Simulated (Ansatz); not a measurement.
Rutile RuO2 was calculated with PBE in Ansatz (PAW).

A relaxed, unreconstructed slab of the (101) face has 36 atoms, two equal faces of 24.851 Å² each and an energy of -84136.7000 eV. A bulk cell of 12 atoms with the same orientation and in-plane k mesh has -28046.8313 eV. Energies are extrapolated to zero smearing.

Numerical settings: plane-wave cutoff 500 eV, 10×8×1 k mesh (along the axes of the cell as run), Fermi–Dirac smearing 0.05 eV, scalar-relativistic PAW data made under PBE.

Worked out: γ = (E_slab − N E_bulk per atom)/2A = [-84136.7000 − 36 × (-28046.8313/12)]/(2 × 24.851) = 0.0763 eV/Å². With 16.022 J/m² per eV/Å² this is 1.22 J/m², or 1.90 eV per surface cell and face.

Ansatz is an electronic-structure program.
